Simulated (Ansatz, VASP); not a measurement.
**GaAs (GaAs(110)) in two plane-wave programs**

Aim: how closely do two programs agree when they are given the same cell, functional and k mesh? The cell is taken from a series of runs on this material, whose earlier steps may have relaxed, scaled, displaced or heated it; both programs get it as it stands. Valence electrons are named where the data sets of a main pair hold unlike numbers.

Calculated with Ansatz 0.2.0; plane waves, with VASP 6.6.1 beside it; single point at PBE.

### Step 1. The starting structure

The cell holds 18 atoms: 9 Ga and 9 As. Cell: a = 4.155 Å, b = 5.876 Å, c = 32.152 Å, α = 90.0°, β = 90.0°, γ = 90.0°. It derives from GaAs. As first built, before any earlier steps moved the atoms (in the runner's words): 9 layers, strained by +2 % in the plane. Vacuum lies along c.

### Step 2. Ansatz: single point, PBE

Ansatz runs on its default PAW (the set named soft_2) files.

A single point gives forces, pressure and levels at one fixed geometry, so differences don't come from the geometry; what else differs is listed under the comparison.

Input file input.yaml:

```yaml
crystal:
  lattice:
    - [4.1549222447, 0.0, 0.0]
    - [0.0, 5.8759473891, 0.0]
    - [0.0, 0.0, 32.1518438136]
  atoms:
    - { symbol: Ga, position: [0.0, 0.0577497807, 0.263220443] }
    - { symbol: Ga, position: [0.5, 0.4843683325, 0.3082859639] }
    - { symbol: Ga, position: [0.0, 0.9930770182, 0.3744059091] }
    - { symbol: Ga, position: [0.5, 0.4947087697, 0.4364033764] }
    - { symbol: Ga, position: [0.0, 0.9973500076, 0.5] }
    - { symbol: Ga, position: [0.5, 0.4947087697, 0.5635966236] }
    - { symbol: Ga, position: [0.0, 0.9930770182, 0.6255940909] }
    - { symbol: Ga, position: [0.5, 0.4843683325, 0.6917140361] }
    - { symbol: Ga, position: [0.0, 0.0577497807, 0.736779557] }
    - { symbol: As, position: [0.0, 0.7313785412, 0.3115008013] }
    - { symbol: As, position: [0.5, 0.2598483475, 0.2416183464] }
    - { symbol: As, position: [0.0, 0.7417905528, 0.4372233353] }
    - { symbol: As, position: [0.5, 0.2411667067, 0.3732724529] }
    - { symbol: As, position: [0.0, 0.7417905528, 0.5627766647] }
    - { symbol: As, position: [0.5, 0.2444738938, 0.5] }
    - { symbol: As, position: [0.0, 0.7313785412, 0.6884991987] }
    - { symbol: As, position: [0.5, 0.2411667067, 0.6267275471] }
    - { symbol: As, position: [0.5, 0.2598483475, 0.7583816536] }
hamiltonian:
  xc: pbe
  pseudopotentials: { kind: paw }
kpoints:
  mp_grid: { grid: [6, 4, 1] }
  band_path:
    path:
      - [0.0, 0.0, 0.0]
      - [0.07692, 0.0, 0.0]
      - [0.15385, 0.0, 0.0]
      - [0.26923, 0.0, 0.0]
      - [0.34615, 0.0, 0.0]
      - [0.42308, 0.0, 0.0]
      - [0.5, 0.0, 0.0]
      - [0.5, 0.07692, 0.0]
      - [0.5, 0.19231, 0.0]
      - [0.5, 0.26923, 0.0]
      - [0.5, 0.34615, 0.0]
      - [0.5, 0.46154, 0.0]
      - [0.5, 0.5, 0.0]
      - [0.42308, 0.5, 0.0]
      - [0.30769, 0.5, 0.0]
      - [0.23077, 0.5, 0.0]
      - [0.11538, 0.5, 0.0]
      - [0.03846, 0.5, 0.0]
      - [0.0, 0.5, 0.0]
      - [0.0, 0.38462, 0.0]
      - [0.0, 0.30769, 0.0]
      - [0.0, 0.23077, 0.0]
      - [0.0, 0.11538, 0.0]
      - [0.0, 0.03846, 0.0]
      - [0.03846, 0.03846, 0.0]
      - [0.11538, 0.11538, 0.0]
      - [0.19231, 0.19231, 0.0]
      - [0.30769, 0.30769, 0.0]
      - [0.38462, 0.38462, 0.0]
      - [0.5, 0.5, 0.0]
    npoints: 1
scf:
  occupations: { method: gaussian, width: 0.03 }
  n_extra_bands: 15
efield:
  axis: 3
  dipole_correction: true
  ramp_width: 0.04
output:
  forces: true
  eigenvalues: true
```

Started as:

```
$ ansatz run input.yaml --threads 8 --pin off --max-ram 18432MiB --backend cpu --events-out ev --progress --plain --runs-dir out
```

Numbers of over 12 decimals in the logs are rounded to 6 here.

The log of the run:

```text
scf.n_extra_bands = 15 over 126 filled bands (N_el = 252.0): the run solves 141 bands
Engine: ansatz 0.2.0, aarch64-unknown-linux-gnu
Pseudopotentials: kind: paw
Pseudopotential: Ga, paw, valence charge 13, recommended cutoff 420 eV (normal), Ga.paw.azcp
Pseudopotential: As, paw, valence charge 15, recommended cutoff 420 eV (normal), As.paw.azcp
Functional definition: PBE
  parameter kappa = 0.804
  parameter beta = 0.066725
  exchange = pbe_x(kappa = kappa, mu = beta*pi^2/3)
  correlation = pbe_c(beta = beta)
Crystal: 18 atoms, lattice volume = 784.958 Å³
Basis set: ecut = 420 eV, 15229 PW (Γ), exchange–correlation on 60×80×432 points (8 copies of the dense FFT grid, shifted against one another)
Bands: 141, of which v1, the nominal top of the filled ones, is band 126 counted from 1 (125 counted from 0)
Symmetry: 2 space group operations
k-points: 12 of 24 (time reversal used)
Non-local potential: Ga, projectors of the file, l = 0: 2, l = 1: 2, l = 2: 3, l = 3: 1
Non-local potential: As, projectors of the file, l = 0: 2, l = 1: 2, l = 2: 3, l = 3: 1
PAW form: soft (Blöchl's): semilocal exchange-correlation on the pseudo side does not see the compensation charge
PAW one-centre angular grid: Ga, 590 points (default); XC on 64 Gauss nodes
PAW one-centre angular grid: As, 590 points (default); XC on 64 Gauss nodes
Initial density: superposition of atomic densities (neutral atoms: chi_scale 0, normalization atom), corrected by the library's trained network
Initial wavefunctions: pseudopotential atomic-orbital guess
Functional: x = pbe(κ = 0.804, μ = 0.219515), c = pbe(β = 0.066725)
SCF iter   1: F=—  HF=-77756.843052 eV  |F-HF|=—  |Δ(HF+E_count)|=         —  Δρ=1.67e-3  dr2=1.36e-1  ethr=1.77e-3  p=0.000 e·Å  D=1.11e-13 V/Å  ΔV_dip=-0.00 eV  dr2_dipole=4.11e-9  V_vac-E_F(+/−)=4.61/4.61 eV  ⟨swp⟩=6.3  Hψ=6104  notcnv=0  defer=17
efield: sawtooth ramp at fractional position 0.9800 (placed from the atoms, in the widest stretch of the axis that holds none; the zero of the levels goes with the place), width 0.0400; the density the first Hamiltonian is built on has a dipole p = 0.000 e·Å; the dipole correction subtracts the counter field D = 1.11e-13 V/Å, which shifts the + side's vacuum level by -0.00 eV against the − side's; the planar-averaged density in the ramp window peaks in size at 8.1e-6 e/Å³
preconditioner: auto → Resta (q_TF=auto, 2.258 Å⁻¹)  ε∞=2.7  [insulator: Δε(μ)=0.440 eV  Ē_g=13.006 eV  σ=0.030 eV  W_gap=1.00  n_scr=164 (ndim 8)  ℏωp=16.9 eV  f_vac=0.434  D(μ)=0.00/eV (n_scr^D=0)  ε∞_Penn≈2.7  vacuum switching on, ρ_ref=1.2e-2 e/Å³]
SCF iter   2: F=—  HF=-77756.835127 eV  |F-HF|=—  |Δ(HF+E_count)|=   7.92e-3  Δρ=1.14e-3  dr2=1.49e-1  ethr=5.41e-5  p=-0.000 e·Å  D=-8.79e-6 V/Å  ΔV_dip=0.00 eV  dr2_dipole=3.69e-8  V_vac-E_F(+/−)=4.92/4.92 eV  ⟨swp⟩=4.0  Hψ=3261  notcnv=0  defer=84
SCF iter   3: F=—  HF=-77756.821414 eV  |F-HF|=—  |Δ(HF+E_count)|=   1.37e-2  Δρ=5.71e-4  dr2=5.51e-3  ethr=5.41e-5  p=0.000 e·Å  D=5.36e-6 V/Å  ΔV_dip=-0.00 eV  dr2_dipole=1.13e-8  V_vac-E_F(+/−)=4.74/4.74 eV  ⟨swp⟩=2.8  Hψ=1921  notcnv=0  defer=84
SCF iter   4: F=—  HF=-77756.822442 eV  |F-HF|=—  |Δ(HF+E_count)|=   1.03e-3  Δρ=2.99e-4  dr2=8.92e-4  ethr=2.19e-6  p=-0.000 e·Å  D=-2.16e-5 V/Å  ΔV_dip=0.00 eV  dr2_dipole=2.29e-7  V_vac-E_F(+/−)=4.75/4.75 eV  ⟨swp⟩=2.0  Hψ=2637  notcnv=0  defer=84
SCF iter   5: F=—  HF=-77756.822069 eV  |F-HF|=—  |Δ(HF+E_count)|=   3.74e-4  Δρ=1.02e-4  dr2=1.02e-4  ethr=3.54e-7  p=0.000 e·Å  D=2.43e-5 V/Å  ΔV_dip=-0.00 eV  dr2_dipole=2.92e-7  V_vac-E_F(+/−)=4.75/4.75 eV  ⟨swp⟩=2.0  Hψ=2693  notcnv=0  defer=84
SCF iter   6: F=—  HF=-77756.822144 eV  |F-HF|=—  |Δ(HF+E_count)|=   7.53e-5  Δρ=4.65e-5  dr2=3.53e-5  ethr=4.05e-8  p=-0.001 e·Å  D=-1.79e-4 V/Å  ΔV_dip=0.01 eV  dr2_dipole=1.55e-5  V_vac-E_F(+/−)=4.75/4.74 eV  ⟨swp⟩=2.0  Hψ=3120  notcnv=0  defer=84
SCF iter   7: F=—  HF=-77756.822256 eV  |F-HF|=—  |Δ(HF+E_count)|=   1.12e-4  Δρ=2.07e-5  dr2=4.56e-5  ethr=1.40e-8  p=0.001 e·Å  D=2.96e-4 V/Å  ΔV_dip=-0.01 eV  dr2_dipole=4.21e-5  V_vac-E_F(+/−)=4.74/4.75 eV  ⟨swp⟩=2.0  Hψ=3195  notcnv=0  defer=84
SCF iter   8: F=—  HF=-77756.822253 eV  |F-HF|=—  |Δ(HF+E_count)|=   2.92e-6  Δρ=1.21e-5  dr2=1.27e-5  ethr=1.40e-8  p=-0.001 e·Å  D=-1.49e-4 V/Å  ΔV_dip=0.00 eV  dr2_dipole=1.06e-5  V_vac-E_F(+/−)=4.75/4.74 eV  ⟨swp⟩=2.0  Hψ=1833  notcnv=0  defer=84
SCF iter   9: F=—  HF=-77756.822252 eV  |F-HF|=—  |Δ(HF+E_count)|=   9.73e-7  Δρ=5.24e-6  dr2=6.45e-7  ethr=5.03e-9  p=-0.000 e·Å  D=-3.06e-5 V/Å  ΔV_dip=0.00 eV  dr2_dipole=4.53e-7  V_vac-E_F(+/−)=4.74/4.74 eV  ⟨swp⟩=2.0  Hψ=1815  notcnv=0  defer=84
SCF iter  10: F=-77756.822253 eV  HF=-77756.822253 eV  |F-HF|=1.15e-8  |Δ(HF+E_count)|=   3.12e-7  Δρ=2.00e-6  dr2=6.45e-8  ethr=3.97e-11  p=-0.000 e·Å  D=-5.64e-6 V/Å  ΔV_dip=0.00 eV  dr2_dipole=1.44e-8  V_vac-E_F(+/−)=4.74/4.74 eV  ⟨swp⟩=9.4  Hψ=7986  notcnv=0
SCF 1 converged in 10 iterations: F = -77756.822253 eV  dr2 = 6.45e-8
  greatest PAW one-centre occupation: 0.999 electrons in one spin orbital (limit 2), on the As atom at site 17 (counted from 0), in its partial waves of l = 2
NSCF: frozen V_eff on 30 k-points
efield: sawtooth ramp at fractional position 0.9800 (kept from the solve that this one continues, or follows in the run), width 0.0400; the density the first Hamiltonian is built on has a dipole p = -0.000 e·Å; the dipole correction subtracts the counter field D = -5.64e-6 V/Å, which shifts the + side's vacuum level by +0.00 eV against the − side's; the planar-averaged density in the ramp window peaks in size at 6.8e-6 e/Å³
SCF converged after 10 iterations
Free energy (F): -77756.822253 eV
Harris-Foulkes:  -77756.822253 eV  (|F-HF|=1.15e-8)
Internal energy: -77756.822253 eV  (E = F + TS)
E sigma→0 (E₀):  -77756.822253 eV
Fermi energy:    2.028178 eV
Dipole field:    D = 0.000076 V/Å  (p = 0.000329 e·Å, saw-weighted, corrected)
Work function:   Φ+ = 4.7425 eV   Φ− = 4.7449 eV
Levels:          The Fermi level and band energies are counted from a zero that moves with the ramp; work functions are not
--- Per-component energies (eV) ---
  E_band       = -4353.493820
  E_kinetic    = 1950.913039
  E_local      = -279147.401788  (includes V_loc(G=0)·N_el)
  E_nonlocal   = -2214.995030
  E_hartree    = 138945.756628
  E_xc         = -1324.321914
  E_vxc        = -1220.643073  (∫ρ·V_xc dr)
  E_paw        = -34415.905474  (= ΣΔE_a)
  E_vpaw       = -1612.853918  (= ΣTr[D̂ρ^β])
  E_aug_tail   = -0.000870  (compensation charges beyond the density's cutoff)
  E_efield     = 0.000000  (sawtooth field / dipole correction)
  E_vefield    = 0.000000  (∫n·V_field dr)
  E_ewald      = 98449.133157
  E_smearing   = -0.000000  (= −TS)
  E_closure    = -0.000000  (closes the sum)
  Σ components = -77756.822253   (vs F -77756.822253, Δ=0.00e0)
--- Forces (eV/Å), atoms counted from 1 ---
  atom   1  Ga     0.00000000     0.01331425     0.00384600
  atom   2  Ga     0.00000000     0.01508990     0.01577247
  atom   3  Ga     0.00000000    -0.02027276     0.00699846
  atom   4  Ga     0.00000000    -0.02809941     0.01442507
  atom   5  Ga     0.00000000    -0.00909318     0.00002023
  atom   6  Ga     0.00000000    -0.02809789    -0.01438539
  atom   7  Ga     0.00000000    -0.02026984    -0.00696241
  atom   8  Ga     0.00000000     0.01510115    -0.01574103
  atom   9  Ga     0.00000000     0.01334205    -0.00383992
  atom  10  As     0.00000000     0.02199268     0.01328808
  atom  11  As     0.00000000     0.00477511     0.08123521
  atom  12  As     0.00000000    -0.01158688     0.00730728
  atom  13  As     0.00000000     0.02036651     0.01518283
  atom  14  As     0.00000000    -0.01158661    -0.00735482
  atom  15  As     0.00000000    -0.02207191    -0.00002465
  atom  16  As     0.00000000     0.02198447    -0.01333307
  atom  17  As     0.00000000     0.02036211    -0.01523389
  atom  18  As     0.00000000     0.00477941    -0.08124833
  max |Σ_I F_I| component: 4.79e-5 eV/Å
--- Band table (eV; the first three rows and the last of 12) ---
  k-point 0: bands = [... 122 lower, 1.5979, 1.6131, 1.6733, 1.7671, 2.2892, 3.0781, 3.2882, 3.3734, ... 11 higher]
  k-point 1: bands = [... 122 lower, 1.2282, 1.2365, 1.3758, 1.4390, 2.9614, 3.0089, 3.2087, 3.2685, ... 11 higher]
  k-point 2: bands = [... 122 lower, 0.7848, 0.8323, 1.0085, 1.0402, 2.6249, 2.7185, 2.9411, 3.2025, ... 11 higher]
  k-point 11: bands = [... 122 lower, 0.6179, 0.7629, 1.0448, 1.2070, 2.7145, 3.2878, 3.3310, 4.2365, ... 11 higher]
```

(Continued in part 2 of 2.)

[Lines on the potential files, build, host, timing and source positions are cut from VASP's logs without a mark.]

[Logs are printed without paths, hosts, clocks, repeated set-up lines and the standing remarks that a program may print on its own settings, such as how far it seeks lower states.]

[Hosts, paths, dates, database ids (printed as entryN), source tags and the programs' standing remarks are cut or masked in the printed files.]
